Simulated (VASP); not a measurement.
# InPd (Pm-3m) in VASP: notebook

Runs on InPd. Level: r2SCAN. Tasks: single point.

Everything below comes from runs of VASP 6.6.1. Logs are shortened: lines on timing, memory, paths and dates and some standing lists are left out, and cuts for length are marked.

## (1) Starting point

It takes space group Pm-3m (No. 221, cubic). Conventional cell: a = 3.272 Å, b = 3.272 Å, c = 3.272 Å, α = 90.00°, β = 90.00°, γ = 90.00°. Around In (site symmetry m-3m) lie 8 Pd at 2.83 Å. Pd (site symmetry m-3m) is surrounded by 8 In at 2.83 Å.

The cell comes from a database or a generator and needn't be the stable form of this composition.

## (2) Single point, r2SCAN

Contents of INCAR:

```
  PREC = Accurate
  ENCUT = 250
  EDIFF = 1E-6
  ISMEAR = 0
  SIGMA = 0.15
  LREAL = F
  LASPH = T
  NELM = 100
  ALGO = Normal
  ISIF = 2
  LWAVE = F
  LCHARG = F
  METAGGA = R2SCAN
  LMIXTAU = T
  ADDGRID = F
```

Contents of KPOINTS:

```
regular mesh
0
Gamma
  10 10 10
```

Contents of POSCAR:

```
InPd
1.0
    3.2718847800      0.0000000000      0.0000000000
    0.0000000000      3.2718847800      0.0000000000
    0.0000000000      0.0000000000      3.2718847800
In Pd
1 1
Direct
    0.0000000000      0.0000000000      0.0000000000
    0.5000000000      0.5000000000      0.5000000000
```

Potentials or basis: VASP PAW PBE potentials, release 64 (In_d, Pd).

Started as:

```console
cat potpaw_PBE.64/In_d/POTCAR potpaw_PBE.64/Pd/POTCAR > POTCAR
mpirun -np 1 vasp_std > vasp.out
```

OUTCAR:

```text
PREC = Accurate
   ENCUT = 250
   EDIFF = 1E-6
   ISMEAR = 0
   LREAL = F
   LASPH = T
   NELM = 100
   ISIF = 2
   METAGGA = R2SCAN

 Found     56 irreducible k-points:

 Following reciprocal coordinates:
            Coordinates               Weight
  0.000000  0.000000  0.000000      1.000000
  0.100000  0.000000  0.000000      6.000000
  0.200000  0.000000  0.000000      6.000000
  0.300000  0.000000  0.000000      6.000000
  0.400000  0.000000  0.000000      6.000000
  0.500000  0.000000  0.000000      3.000000
   k-points           NKPTS =     56   k-points in BZ     NKDIM =     56   number of bands    NBANDS=     15
   number of dos      NEDOS =    301   number of ions     NIONS =      2
   total plane-waves  NPLWV =   5832
   dimension x,y,z NGX =    18 NGY =   18 NGZ =   18
   dimension x,y,z NGXF=    36 NGYF=   36 NGZF=   36
   ions per type =               1   1
   NGX,Y,Z   is equivalent  to a cutoff of   9.15,  9.15,  9.15 a.u.
   NGXF,Y,Z  is equivalent  to a cutoff of  18.29, 18.29, 18.29 a.u.
 SYSTEM =  unknown system
   PREC   = accura    normal or accurate (medium, high low for compatibility)
   ISTART =      0    job   : 0-new  1-cont  2-samecut
   ICHARG =      2    charge: 1-file 2-atom 10-const
   ISPIN  =      1    spin polarized calculation?
   LNONCOLLINEAR =      F non collinear calculations
   LSORBIT =      F    spin-orbit coupling
   LASPH  =      T    aspherical Exc in radial PAW
   ENCUT  =  250.0 eV  18.37 Ry    4.29 a.u.   4.22  4.22  4.22*2*pi/ulx,y,z
   NELM   =    100;   NELMIN=  2; NELMDL= -5     # of ELM steps
   EDIFF  = 0.1E-05   stopping-criterion for ELM
   LREAL  =      F    real-space projection
   EDIFFG = 0.1E-04   stopping-criterion for IOM
   NSW    =      0    number of steps for IOM
   IBRION =     -1    ionic relax: 0-MD 1-quasi-New 2-CG
   NFREE  =      0    steps in history (QN), initial steepest desc. (CG)
   ISIF   =      2    stress and relaxation
   ISYM   =      2    0-nonsym 1-usesym 2-fastsym
   POTIM  = 0.5000    time-step for ionic-motion
   TEBEG  =    0.0;   TEEND  =   0.0 temperature during run
   PSTRESS=    0.0 pullay stress
   NELECT =      23.0000    total number of electrons
   NUPDOWN=      -1.0000    fix difference up-down
   EMIN   =  10.00;   EMAX   =-10.00  energy-range for DOS
   EFERMI =   0.00;   METHOD = LEGACY
   ISMEAR =     0;   SIGMA  =   0.15  broadening in eV -4-tet -1-fermi 0-gaus
   EFERMI_NEDOS =   21; number of points for ismear=-14 and -15
   IALGO  =     38    algorithm
   IMIX   =      4    mixing-type and parameters
     AMIX     =   0.40;   BMIX     =  1.00
     AMIX_MAG =   1.60;   BMIX_MAG =  1.00
  volume/ion in A,a.u.               =      17.51       118.18
  Fermi-wavevector in a.u.,A,eV,Ry     =   1.422938  2.688964 27.548447  2.024754
  Thomas-Fermi vector in A             =   2.543589
   LORBIT       =      0    0 simple, 1 ext, 2 COOP (PROOUT), +10 PAW based schemes
   METAGGA = R2SCAN    functional components
   LHFCALC =     F    Hartree Fock is set to
   AEXX    =    0.0000 exact exchange contribution
   IVDW    =     0    specifies the selected vdW correction
   LEPSILON=     F    determine dielectric tensor
   LRPA    =     F    only Hartree local field effects (RPA)
 non-spin polarized calculation
 Gauss-broadening in eV      SIGMA  =   0.15
  energy-cutoff  :      250.00
  volume of cell :       35.03
 maximum number of plane-waves:       322
 NGX is ok and might be reduce to    18
   NGX =  9   NGY =  9   NGZ =  9

 number of electron      22.9999956 magnetization

 Free energy of the ion-electron system (eV)
  ---------------------------------------------------
  ext. energy  EPLUGINS =         0.00000000
  ---------------------------------------------------
  free energy    TOTEN  =       -46.65481996 eV

  energy without entropy =      -46.64487315  energy(sigma->0) =      -46.64984656

 E-fermi :  10.5616     XC(G=0): -13.2471

 val. band max:       10.4364814339   @ k =   0.4000   0.4000   0.4000
 cond. band min:      10.5713529657   @ k =   0.5000   0.4000   0.3000
 fundamental gap:      0.1348715317
 Fermi energy:        10.5615955428

 k-point     1 :       0.0000    0.0000    0.0000
  band No.  band energies     occupation
      1      -5.1281      2.00000
      2      -5.1281      2.00000
      3      -4.7008      2.00000
      4      -4.7008      2.00000
      5      -4.7008      2.00000
      6      -0.0480      2.00000
      7       6.3972      2.00000
      8       6.3972      2.00000
      9       8.0181      2.00000
     10       8.0181      2.00000
     11       8.0181      2.00000
     12      14.9128      0.00000
     13      14.9128      0.00000
     14      14.9128      0.00000
     15      20.5182      0.00000

 k-point     2 :       0.1000    0.0000    0.0000
  band No.  band energies     occupation
      1      -5.1223      2.00000
      2      -5.0929      2.00000
      3      -4.7117      2.00000
      4      -4.7117      2.00000
      5      -4.6977      2.00000
      6       0.1182      2.00000
      7       6.3994      2.00000
      8       6.4244      2.00000
      9       7.8953      2.00000
     10       7.8953      2.00000
     11       8.0113      2.00000
     12      13.8085      0.00000
     13      15.2408      0.00000
     14      15.2408      0.00000
     15      20.8125      0.00000

 k-point     3 :       0.2000    0.0000    0.0000
  band No.  band energies     occupation
      1      -5.1072      2.00000
      2      -5.0012      2.00000
      3      -4.7395      2.00000
      4      -4.7395      2.00000
      5      -4.6893      2.00000
      6       0.6148      2.00000
      7       6.4048      2.00000
      8       6.4315      2.00000
      9       7.6112      2.00000
     10       7.6112      2.00000
     11       7.9937      2.00000
     12      11.8572      0.00000
     13      16.1496      0.00000
     14      16.1496      0.00000
     15      20.9050      0.00000

 k-point     4 :       0.3000    0.0000    0.0000
  band No.  band energies     occupation
      1      -5.0883      2.00000
      2      -4.8880      2.00000
      3      -4.7741      2.00000
      4      -4.7741      2.00000
      5      -4.6792      2.00000
      6       1.4312      2.00000
      7       6.1540      2.00000
      8       6.4130      2.00000
      9       7.2998      2.00000
     10       7.2998      2.00000
     11       7.9693      2.00000
     12      10.2214      1.99866
     13      17.4821      0.00000
     14      17.4821      0.00000
     15      20.8678      0.00000

 k-point     5 :       0.4000    0.0000    0.0000
  band No.  band energies     occupation
      1      -5.0726      2.00000
      2      -4.8015      2.00000
      3      -4.8015      2.00000
      4      -4.7967      2.00000
      5      -4.6709      2.00000
      6       2.5331      2.00000
      7       5.2487      2.00000
      8       6.4218      2.00000
      9       7.0782      2.00000
     10       7.0782      2.00000
     11       7.9507      2.00000
     12       9.4033      2.00000
     13      19.1033      0.00000
     14      19.1033      0.00000
     15      20.6813      0.00000

 k-point     6 :       0.5000    0.0000    0.0000
  band No.  band energies     occupation
      1      -5.0667      2.00000
      2      -4.8121      2.00000
      3      -4.8121      2.00000
      4      -4.7621      2.00000
      5      -4.6677      2.00000
      6       3.6355      2.00000
      7       4.1339      2.00000
      8       6.4243      2.00000
      9       6.9970      2.00000
     10       6.9970      2.00000
     11       7.9431      2.00000
     12       9.2175      2.00000
     13      20.5087      0.00000
     14      20.5087      0.00000
     15      20.6072      0.00000

 [... further k-points ...]

------------------------ aborting loop because EDIFF is reached ----------------------------------------

  FORCE on cell =-STRESS in cart. coord.  units (eV):
  Direction    XX          YY          ZZ          XY          YZ          ZX
  --------------------------------------------------------------------------------------
  -------------------------------------------------------------------------------------
  Total       -0.3652425     -0.3652425     -0.3652425      0.0000000      0.0000000     -0.0000000
  in kB      -16.7069773    -16.7069773    -16.7069773      0.0000000      0.0000000     -0.0000000
  external PRESSURE =     -16.7069773 kB  Pullay stress =       0.0000000 kB

 VOLUME and BASIS-vectors are now :
 -----------------------------------------------------------------------------
  energy-cutoff  :      250.00
  volume of cell :       35.03
      direct lattice vectors                 reciprocal lattice vectors
     3.271884780  0.000000000  0.000000000     0.305634234  0.000000000  0.000000000
     0.000000000  3.271884780  0.000000000     0.000000000  0.305634234  0.000000000
     0.000000000  0.000000000  3.271884780     0.000000000  0.000000000  0.305634234

 POSITION                                       TOTAL-FORCE (eV/Angst)
 -----------------------------------------------------------------------------------
      0.00000      0.00000      0.00000         0.000000      0.000000      0.000000
      1.63594      1.63594      1.63594         0.000000      0.000000      0.000000
 -----------------------------------------------------------------------------------
    total drift:                                0.000000     -0.000000      0.000000

  FREE ENERGIE OF THE ION-ELECTRON SYSTEM (eV)
  ---------------------------------------------------
  free  energy   TOTEN  =       -46.6548199635 eV

  energy  without entropy=      -46.6448731527  energy(sigma->0) =      -46.64984656
```

It took 21 s on 1 thread of Intel Xeon 6975P-C (Granite Rapids), shared host; peak memory 0.12 GiB.

The run converged, but some of its settings lie outside the range that counts as converged, so its numbers aren't taken as properties of the crystal.

Results:

| Property | Result |
| --- | --- |
| Free energy | -46.6548 eV |
| Band gap on the k mesh | none (metal or under the smearing width) |

Caveat: the cutoff is under 1.25 times the usual one of these potentials, so pressure, stress and relaxed cells hold a basis-set (Pulay) error; the PAW data sets were made with another functional, which shifts forces and pressure a little.

## (3) Single point, r2SCAN

INCAR is that of step 2.

KPOINTS is that of step 2.

Contents of POSCAR:

```
InPd
1.0
    3.2718847800      0.0000000000      0.0000000000
    0.0000000000      3.2718847800      0.0000000000
    0.0000000000      0.0000000000      3.2718847800
In Pd
1 1
Direct
    0.0076950000     -0.0345290000      0.0307480000
    0.5133770000      0.5169540000      0.5028010000
```

Potentials or basis: VASP PAW PBE potentials, release 64 (In_d, Pd).

Started as:

```console
cat potpaw_PBE.64/In_d/POTCAR potpaw_PBE.64/Pd/POTCAR > POTCAR
mpirun -np 1 vasp_std > vasp.out
```

Run time: 2.4 min. Hardware: 1 thread of Intel Xeon 6975P-C (Granite Rapids), shared host; peak memory 0.21 GiB.

These settings aren't checked as converged: the numbers below hold their error.

Results:

* Free energy: -46.5769 eV
* Largest force: 0.836 eV/Å
* Band gap on the k mesh: none (metal or under the smearing width)

Caveat: the cutoff is under 1.25 times the usual one of these potentials, so pressure, stress and relaxed cells hold a basis-set (Pulay) error; the PAW data sets were made with another functional, which shifts forces and pressure a little.

## (4) Single point, r2SCAN

Changes to INCAR since step 3:

```diff
@@ -1,3 +1,3 @@
   PREC = Accurate
-  ENCUT = 250
+  ENCUT = 900
   EDIFF = 1E-6
```

Contents of KPOINTS:

```
regular mesh
0
Gamma
  6 6 6
```

Contents of POSCAR:

```
InPd
1.0
    3.2718847800      0.0000000000      0.0000000000
    0.0000000000      3.2718847800      0.0000000000
    0.0000000000      0.0000000000      3.2718847800
In Pd
1 1
Direct
    0.0000000000      0.0000000000      0.0000000000
    0.5000000000      0.5000000000      0.5000000000
```

Potentials or basis: VASP PAW PBE potentials, release 64 (In_d, Pd).

Started as:

```console
cat potpaw_PBE.64/In_d/POTCAR potpaw_PBE.64/Pd/POTCAR > POTCAR
mpirun -np 1 vasp_std > vasp.out
```

OUTCAR:

```text
PREC = Accurate
   ENCUT = 900
   EDIFF = 1E-6
   ISMEAR = 0
   LREAL = F
   LASPH = T
   NELM = 100
   ISIF = 2
   METAGGA = R2SCAN

 Found     20 irreducible k-points:

 Following reciprocal coordinates:
            Coordinates               Weight
  0.000000  0.000000  0.000000      1.000000
  0.166667  0.000000  0.000000      6.000000
  0.333333  0.000000  0.000000      6.000000
  0.500000  0.000000  0.000000      3.000000
  0.166667  0.166667  0.000000     12.000000
  0.333333  0.166667  0.000000     24.000000
   k-points           NKPTS =     20   k-points in BZ     NKDIM =     20   number of bands    NBANDS=     15
   number of dos      NEDOS =    301   number of ions     NIONS =      2
   total plane-waves  NPLWV =  32768
   dimension x,y,z NGX =    32 NGY =   32 NGZ =   32
   dimension x,y,z NGXF=    64 NGYF=   64 NGZF=   64
   ions per type =               1   1
   NGX,Y,Z   is equivalent  to a cutoff of  16.26, 16.26, 16.26 a.u.
   NGXF,Y,Z  is equivalent  to a cutoff of  32.52, 32.52, 32.52 a.u.
 SYSTEM =  unknown system
   PREC   = accura    normal or accurate (medium, high low for compatibility)
   ISTART =      0    job   : 0-new  1-cont  2-samecut
   ICHARG =      2    charge: 1-file 2-atom 10-const
[... 70 lines left out ...]
      7       6.3750      2.00000
      8       6.3750      2.00000
      9       7.9885      2.00000
     10       7.9885      2.00000
     11       7.9885      2.00000
     12      14.9135      0.00000
     13      14.9135      0.00000
     14      14.9135      0.00000
[... 77 lines left out ...]
      2      -4.8539      2.00000
      3      -4.8128      2.00000
      4      -4.8013      2.00000
      5      -4.7258      2.00000
      6       2.1655      2.00000
      7       5.9779      2.00000
      8       6.5719      2.00000
      9       7.1507      2.00000
     10       7.2728      2.00000
     11       7.8244      2.00000
     12      10.1890      1.98921
     13      14.9365      0.00000
     14      18.4546      0.00000
     15      20.0614      0.00000

 [... further k-points ...]

------------------------ aborting loop because EDIFF is reached ----------------------------------------

  FORCE on cell =-STRESS in cart. coord.  units (eV):
  Direction    XX          YY          ZZ          XY          YZ          ZX
  --------------------------------------------------------------------------------------
  -------------------------------------------------------------------------------------
  Total        0.0822718      0.0822718      0.0822718      0.0000000     -0.0000000      0.0000000
  in kB        3.7632895      3.7632895      3.7632895      0.0000000     -0.0000000      0.0000000
  external PRESSURE =       3.7632895 kB  Pullay stress =       0.0000000 kB

 VOLUME and BASIS-vectors are now :
 -----------------------------------------------------------------------------
  energy-cutoff  :      900.00
  volume of cell :       35.03
      direct lattice vectors                 reciprocal lattice vectors
     3.271884780  0.000000000  0.000000000     0.305634234  0.000000000  0.000000000
     0.000000000  3.271884780  0.000000000     0.000000000  0.305634234  0.000000000
     0.000000000  0.000000000  3.271884780     0.000000000  0.000000000  0.305634234

 POSITION                                       TOTAL-FORCE (eV/Angst)
 -----------------------------------------------------------------------------------
      0.00000      0.00000      0.00000         0.000000      0.000000      0.000000
      1.63594      1.63594      1.63594         0.000000      0.000000      0.000000
 -----------------------------------------------------------------------------------
    total drift:                                0.000000      0.000000     -0.000000

  FREE ENERGIE OF THE ION-ELECTRON SYSTEM (eV)
  ---------------------------------------------------
  free  energy   TOTEN  =       -46.6122901575 eV

  energy  without entropy=      -46.6035849044  energy(sigma->0) =      -46.60793753
```

Wall time 28 s (1 thread of Intel Xeon 6975P-C (Granite Rapids), shared host); peak memory 0.2 GiB.

These settings aren't checked as converged: the numbers below hold their error.

Results:

```yaml
Free_energy: -46.6123 eV
Pressure: 0.4 GPa
Band_gap_on_the_k_mesh: none (metal or under the smearing width)
```

Caveat: the PAW data sets were made with another functional, which shifts forces and pressure a little.

## (5) Single point, r2SCAN

INCAR is that of step 4.

KPOINTS is that of step 4.

Contents of POSCAR:

```
InPd
1.0
    3.2718847800      0.0000000000      0.0000000000
    0.0000000000      3.2718847800      0.0000000000
    0.0000000000      0.0000000000      3.2718847800
In Pd
1 1
Direct
    0.0076950000     -0.0345290000      0.0307480000
    0.5133770000      0.5169540000      0.5028010000
```

Started as:

```console
cat potpaw_PBE.64/In_d/POTCAR potpaw_PBE.64/Pd/POTCAR > POTCAR
mpirun -np 1 vasp_std > vasp.out
```

Wall time 2.1 min (1 thread of Intel Xeon 6975P-C (Granite Rapids), shared host); peak memory 0.3 GiB.

The run converged, but some of its settings lie outside the range that counts as converged, so its numbers aren't taken as properties of the crystal.

What came out:

```yaml
Free_energy: -46.5354 eV
Pressure: 2.2 GPa
Largest_force: 0.828 eV/Å
Band_gap_on_the_k_mesh: none (metal or under the smearing width)
```

Caveat: the PAW data sets were made with another functional, which shifts forces and pressure a little.

(Continued in part 2 of 2.)
